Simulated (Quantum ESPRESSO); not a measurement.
PtS2:

```
CELL_PARAMETERS angstrom
3.54320 0.00000 0.00000
-1.77160 3.06850 0.00000
0.00000 0.00000 5.03880
ATOMIC_POSITIONS crystal
Pt 0.00000 0.00000 0.00000
S 0.66667 0.33333 0.77300
S 0.33333 0.66667 0.22700
```

Base run:

```yaml
Program: Quantum ESPRESSO 7.5
Functional: WC
Potentials_or_basis: GBRV 1.5 PBE
Cutoff: 612 eV
Density_cutoff: 4898 eV
k_mesh: 8 × 8 × 4, shifted
Occupations: fermi-dirac, width 0.05 eV
Spin: no spin polarisation
```

Its results: pressure 7.1 GPa; largest force 1.081 eV/Å; electronic dielectric tensor (diagonal) 18.97, 18.97, 9.51.

Q: After a change of settings the same cell gave: pressure 6.1 GPa; largest force 0.803 eV/Å; electronic dielectric tensor (diagonal) 18.68, 18.68, 9.23. Which change was it?
A. functional from WC to LDA; potentials or basis from GBRV 1.5 PBE to GBRV 1.5 LDA
B. functional from WC to AM05
C. functional from WC to BLYP

A: B.

Caveats: the potentials were made for another functional, which shifts forces and pressure; the cell is more than 3 GPa from zero pressure, which shifts response properties.

Runs at the PBE level aren't shown here.
